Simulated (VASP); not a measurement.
# BN (Cm) in VASP: single point with LDA

Aim: the single point of BN with LDA.

All numbers are computed with VASP 6.6.1; they aren't measurements. Logs are shortened: lines on timing, memory, paths and dates and some standing lists are left out, and cuts for length are marked.

### Step 1. Starting point

Symmetry: Cm, No. 8, monoclinic system. Conventional cell: a = 13.109 Å, b = 2.512 Å, c = 4.399 Å, α = 90.00°, β = 90.52°, γ = 90.00°. B (site symmetry m) has 3 N at 1.43 to 1.54 Å as nearest neighbours. Around B (site symmetry m) lie 3 N at 1.44 to 1.48 Å. Around B (site symmetry m) lie 3 N at 1.44 to 1.52 Å. Around B (site symmetry m) lie 4 N at 1.53 to 1.57 Å. N (site symmetry m) has 4 B at 1.52 to 1.57 Å as nearest neighbours. N (site symmetry m) has 3 B at 1.43 to 1.56 Å as nearest neighbours. N (site symmetry m) has 3 B at 1.44 to 1.53 Å as nearest neighbours. N (site symmetry m) is surrounded by 3 B at 1.44 to 1.48 Å.

The cell comes from a database or a generator and needn't be the stable form of this composition.

### Step 2. Single point, LDA

INCAR

```
SYSTEM = BN
ALGO = Fast
EDIFF = 1E-6
ENCUT = 520
GGA = CA
ISIF = 2
ISMEAR = -1
LASPH = .TRUE.
LCHARG = .FALSE.
LREAL = .FALSE.
LWAVE = .FALSE.
NBANDS = 26
NELM = 100
PREC = Accurate
SIGMA = 0.05
```

KPOINTS

```
k-points
0
G
  8 8 4
  0 0 0
```

POSCAR

```
BN
1.0
    6.5544910000     -1.2559910000      0.0000000000
    6.5544910000      1.2559910000      0.0000000000
   -0.0398360000      0.0000000000      4.3983230000
B N
4 4
Direct
    0.0000829998      0.0000829998      0.9988239995
    0.2000109999      0.2000109999      0.4277019991
    0.8657530002      0.8657530002      0.3805750010
    0.5315310000      0.5315310000      0.4982819998
    0.9807680002      0.9807680002      0.3431059997
    0.5061549998      0.5061549998      0.8431639991
    0.6468949997      0.6468949997      0.4437979998
    0.3123020003      0.3123020003      0.3930490007
```

Potentials or basis: VASP PAW LDA potentials, release 64 (B, N).

Run with:

```console
$ cat potpaw_LDA.64/B/POTCAR potpaw_LDA.64/N/POTCAR > POTCAR
$ mpirun -np 1 vasp_std > vasp.out
```

OUTCAR:

```text
SYSTEM = BN
   EDIFF = 1E-6
   ENCUT = 520
   GGA = CA
   ISIF = 2
   ISMEAR = -1
   LASPH = .TRUE.
   LREAL = .FALSE.
   NELM = 100
   PREC = Accurate

 ion  position               nearest neighbor table
   1  0.000  0.000  0.999-   6 1.43   6 1.43   5 1.54
   2  0.200  0.200  0.428-   7 1.44   7 1.44   8 1.48
   3  0.866  0.866  0.381-   8 1.44   8 1.44   5 1.52
   4  0.532  0.532  0.498-   7 1.53   6 1.56   5 1.57   5 1.57
   5  0.981  0.981  0.343-   3 1.52   1 1.54   4 1.57   4 1.57
   6  0.506  0.506  0.843-   1 1.43   1 1.43   4 1.56
   7  0.647  0.647  0.444-   2 1.44   2 1.44   4 1.53
   8  0.312  0.312  0.393-   3 1.44   3 1.44   2 1.48

  LATTYP: Found a base centered monoclinic cell.
 ALAT       =    13.1089820000
 B/A-ratio  =     0.1916229651
 C/A-ratio  =     0.3355335598
 COS(beta)  =    -0.0090567169

  Lattice vectors:

 A1 = (   6.5544910000,  -1.2559910000,   0.0000000000)
 A2 = (   6.5544910000,   1.2559910000,   0.0000000000)
 A3 = (  -0.0398360000,   0.0000000000,   4.3983230000)

Analysis of symmetry for initial positions (statically):
=====================================================================
 Subroutine PRICEL returns:
 Original cell was already a primitive cell.

 Routine SETGRP: Setting up the symmetry group for a
 base centered monoclinic supercell.

 Subroutine GETGRP returns: Found  2 space group operations
 (whereof  2 operations were pure point group operations)
 out of a pool of  4 trial point group operations.

The static configuration has the point symmetry C_1h.

Analysis of symmetry for dynamics (positions and initial velocities):
=====================================================================
 Subroutine PRICEL returns:
 Original cell was already a primitive cell.

 Routine SETGRP: Setting up the symmetry group for a
 base centered monoclinic supercell.

 Subroutine GETGRP returns: Found  2 space group operations
 (whereof  2 operations were pure point group operations)
 out of a pool of  4 trial point group operations.

The dynamic configuration has the point symmetry C_1h.

 Subroutine INISYM returns: Found  2 space group operations
 (whereof  2 operations are pure point group operations),
 and found     1 'primitive' translations

----------------------------------------------------------------------------------------

                                     Primitive cell

  volume of cell :      72.4173

  direct lattice vectors                    reciprocal lattice vectors
     6.554491000 -1.255991000  0.000000000     0.076283574 -0.398092025  0.000690907
     6.554491000  1.255991000  0.000000000     0.076283574  0.398092025  0.000690907
    -0.039836000  0.000000000  4.398323000     0.000000000  0.000000000  0.227359382

  length of vectors
     6.673744501  6.673744501  4.398503395     0.405335566  0.405335566  0.227359382

  position of ions in fractional coordinates (direct lattice)
     0.000083000  0.000083000  0.998823999
     0.200011000  0.200011000  0.427701999
     0.865753000  0.865753000  0.380575001
     0.531531000  0.531531000  0.498282000
     0.980768000  0.980768000  0.343106000
     0.506155000  0.506155000  0.843163999
     0.646895000  0.646895000  0.443798000
     0.312302000  0.312302000  0.393049001

  ion indices of the primitive-cell ions
   primitive index   ion index
                 1           1
                 2           2
                 3           3
                 4           4
                 5           5
                 6           6
                 7           7
                 8           8

----------------------------------------------------------------------------------------

 KPOINTS: k-points

Automatic generation of k-mesh.
 Grid dimensions read from file:
 generate k-points for:    8    8    4

 Generating k-lattice:

  Cartesian coordinates                     Fractional coordinates (reciprocal lattice)
     0.009535447 -0.049761503  0.000086363     0.125000000 -0.000000000  0.000000000
     0.009535447  0.049761503  0.000086363    -0.000000000  0.125000000  0.000000000
     0.000000000  0.000000000  0.056839846     0.000000000  0.000000000  0.250000000

  Length of vectors
     0.050666946  0.050666946  0.056839846

  Shift w.r.t. Gamma in fractional coordinates (k-lattice)
     0.000000000  0.000000000  0.000000000

 Subroutine IBZKPT returns following result:
 ===========================================

 Found     78 irreducible k-points:

 Following reciprocal coordinates:
            Coordinates               Weight
  0.000000  0.000000  0.000000      1.000000
  0.125000 -0.000000  0.000000      4.000000
  0.250000 -0.000000  0.000000      4.000000
  0.375000  0.000000  0.000000      4.000000
  0.500000 -0.000000  0.000000      2.000000
  0.125000  0.125000  0.000000      2.000000
[... 16 lines left out ...]
  0.125000 -0.000000  0.250000      4.000000
  0.250000 -0.000000  0.250000      4.000000
 [... further k-points ...]
   k-points           NKPTS =     78   k-points in BZ     NKDIM =     78   number of bands    NBANDS=     26
   number of dos      NEDOS =    301   number of ions     NIONS =      8
   total plane-waves  NPLWV =  90000
   dimension x,y,z NGX =    50 NGY =   50 NGZ =   36
   dimension x,y,z NGXF=   100 NGYF=  100 NGZF=   72
   ions per type =               4   4
   NGX,Y,Z   is equivalent  to a cutoff of  12.46, 12.46, 13.61 a.u.
   NGXF,Y,Z  is equivalent  to a cutoff of  24.91, 24.91, 27.21 a.u.
 SYSTEM =  BN
   PREC   = accura    normal or accurate (medium, high low for compatibility)
   ISTART =      0    job   : 0-new  1-cont  2-samecut
   ICHARG =      2    charge: 1-file 2-atom 10-const
   ISPIN  =      1    spin polarized calculation?
   LNONCOLLINEAR =      F non collinear calculations
   LSORBIT =      F    spin-orbit coupling
   LASPH  =      T    aspherical Exc in radial PAW
   ENCUT  =  520.0 eV  38.22 Ry    6.18 a.u.  12.41 12.41  8.18*2*pi/ulx,y,z
   NELM   =    100;   NELMIN=  2; NELMDL= -5     # of ELM steps
   EDIFF  = 0.1E-05   stopping-criterion for ELM
   LREAL  =      F    real-space projection
   EDIFFG = 0.1E-04   stopping-criterion for IOM
   NSW    =      0    number of steps for IOM
   IBRION =     -1    ionic relax: 0-MD 1-quasi-New 2-CG
   NFREE  =      0    steps in history (QN), initial steepest desc. (CG)
   ISIF   =      2    stress and relaxation
   ISYM   =      2    0-nonsym 1-usesym 2-fastsym
   POTIM  = 0.5000    time-step for ionic-motion
   TEBEG  =    0.0;   TEEND  =   0.0 temperature during run
   PSTRESS=    0.0 pullay stress
   NELECT =      32.0000    total number of electrons
   NUPDOWN=      -1.0000    fix difference up-down
   EMIN   =  10.00;   EMAX   =-10.00  energy-range for DOS
   EFERMI =   0.00;   METHOD = LEGACY
   ISMEAR =    -1;   SIGMA  =   0.05  broadening in eV -4-tet -1-fermi 0-gaus
   EFERMI_NEDOS =   21; number of points for ismear=-14 and -15
   IALGO  =     68    algorithm
   IMIX   =      4    mixing-type and parameters
     AMIX     =   0.40;   BMIX     =  1.00
     AMIX_MAG =   1.60;   BMIX_MAG =  1.00
  volume/ion in A,a.u.               =       9.05        61.09
  Fermi-wavevector in a.u.,A,eV,Ry     =   1.246935  2.356366 21.154990  1.554848
  Thomas-Fermi vector in A             =   2.381090
   LORBIT       =      0    0 simple, 1 ext, 2 COOP (PROOUT), +10 PAW based schemes
   GGA     = CA    functional components
   LHFCALC =     F    Hartree Fock is set to
   AEXX    =    0.0000 exact exchange contribution
   IVDW    =     0    specifies the selected vdW correction
   LEPSILON=     F    determine dielectric tensor
   LRPA    =     F    only Hartree local field effects (RPA)
 non-spin polarized calculation
 RMM-DIIS sequential band-by-band and
  energy-cutoff  :      520.00
  volume of cell :       72.42
 maximum number of plane-waves:      1973
 NGX is ok and might be reduce to    50
   NGX = 25   NGY = 25   NGZ = 17

 number of electron      32.0000001 magnetization

 Free energy of the ion-electron system (eV)
  ---------------------------------------------------
  ext. energy  EPLUGINS =         0.00000000
  ---------------------------------------------------
  free energy    TOTEN  =       -76.30098574 eV

  energy without entropy =      -76.30098566  energy(sigma->0) =      -76.30098570

 E-fermi :   3.7646     XC(G=0): -10.3261

 val. band max:        3.0510183456   @ k =   0.5000  -0.0000   0.5000
 cond. band min:       4.4614281296   @ k =   0.5000  -0.0000   0.5000
 fundamental gap:      1.4104097840
 Fermi energy:         3.7645953086

 k-point     1 :       0.0000    0.0000    0.0000
  band No.  band energies     occupation
      1     -16.0629      2.00000
      2     -14.0757      2.00000
      3     -13.0032      2.00000
      4     -12.2636      2.00000
      5      -6.8261      2.00000
      6      -5.0058      2.00000
[... 18 lines left out ...]
     25      13.2330      0.00000
     26      13.6222      0.00000

 k-point     2 :       0.1250   -0.0000    0.0000
  band No.  band energies     occupation
      1     -15.8184      2.00000
      2     -13.9002      2.00000
      3     -12.7904      2.00000
      4     -12.1121      2.00000
      5      -6.6071      2.00000
      6      -5.0514      2.00000
[... 18 lines left out ...]
     25      13.3327      0.00000
     26      14.2592      0.00000

 k-point     3 :       0.2500   -0.0000    0.0000
  band No.  band energies     occupation
      1     -15.1057      2.00000
      2     -13.3949      2.00000
      3     -12.2431      2.00000
      4     -11.7652      2.00000
      5      -6.0061      2.00000
      6      -5.2573      2.00000
[... 572 lines left out ...]
 k-point    23 :       0.1250   -0.0000    0.2500
  band No.  band energies     occupation
      1     -15.6197      2.00000
      2     -13.8433      2.00000
      3     -13.0563      2.00000
      4     -12.4685      2.00000
      5      -5.7447      2.00000
      6      -4.7687      2.00000
[... 18 lines left out ...]
     25      13.5792      0.00000
     26      14.2877      0.00000

 k-point    24 :       0.2500   -0.0000    0.2500
  band No.  band energies     occupation
      1     -14.9177      2.00000
      2     -13.3221      2.00000
      3     -12.6007      2.00000
      4     -11.9386      2.00000
      5      -5.6734      2.00000
      6      -5.0453      2.00000
[... 18 lines left out ...]
     25      14.8105      0.00000
     26      15.1358      0.00000

 [... further k-points ...]

------------------------ aborting loop because EDIFF is reached ----------------------------------------

  FORCE on cell =-STRESS in cart. coord.  units (eV):
  Direction    XX          YY          ZZ          XY          YZ          ZX
  --------------------------------------------------------------------------------------
  -------------------------------------------------------------------------------------
  Total       -3.5165708     -4.2732225     -2.5648808      0.0000000      0.0000000      0.2204318
  in kB      -77.8013858    -94.5417139    -56.7459861      0.0000000      0.0000000      4.8768820
  external PRESSURE =     -76.3630286 kB  Pullay stress =       0.0000000 kB

 VOLUME and BASIS-vectors are now :
 -----------------------------------------------------------------------------
  energy-cutoff  :      520.00
  volume of cell :       72.42
      direct lattice vectors                 reciprocal lattice vectors
     6.554491000 -1.255991000  0.000000000     0.076283574 -0.398092025  0.000690907
     6.554491000  1.255991000  0.000000000     0.076283574  0.398092025  0.000690907
    -0.039836000  0.000000000  4.398323000     0.000000000  0.000000000  0.227359382

 POSITION                                       TOTAL-FORCE (eV/Angst)
 -----------------------------------------------------------------------------------
     -0.03870      0.00000      4.39315        -0.001336      0.000000      0.005514
      2.60490      0.00000      1.88117        -0.019972      0.000000     -0.005858
     11.33398      0.00000      1.67389         0.009135      0.000000      0.006436
      6.94798      0.00000      2.19161        -0.033171      0.000000     -0.026846
     12.84320      0.00000      1.50909         0.033910      0.000000      0.025466
      6.60159      0.00000      3.70851         0.028242      0.000000     -0.028354
      8.46246      0.00000      1.95197        -0.042127      0.000000      0.009194
      4.07830      0.00000      1.72876         0.025320      0.000000      0.014447
 -----------------------------------------------------------------------------------
    total drift:                               -0.000206     -0.000000      0.000060

  FREE ENERGIE OF THE ION-ELECTRON SYSTEM (eV)
  ---------------------------------------------------
  free  energy   TOTEN  =       -76.3009857367 eV

  energy  without entropy=      -76.3009856629  energy(sigma->0) =      -76.30098570
```

Run time: 7.3 min. Hardware: 1 thread of Intel Xeon Platinum 8488C (Sapphire Rapids), shared host; peak memory 0.28 GiB.

Results:

```yaml
Free_energy: -76.3010 eV
Pressure: -7.6 GPa
Largest_force: 0.043 eV/Å
Band_gap_on_the_k_mesh: 1.41 eV, direct
```

Forces in eV/Å, atoms in the order of the input:
```
B   -0.001  0.000  0.006
B   -0.020  0.000 -0.006
B    0.009  0.000  0.006
B   -0.033  0.000 -0.027
N    0.034  0.000  0.025
N    0.028  0.000 -0.028
N   -0.042  0.000  0.009
N    0.025  0.000  0.014
```

A k mesh can miss the band edges. Expect the measured gap to be larger: semilocal functionals such as LDA lack the derivative discontinuity.
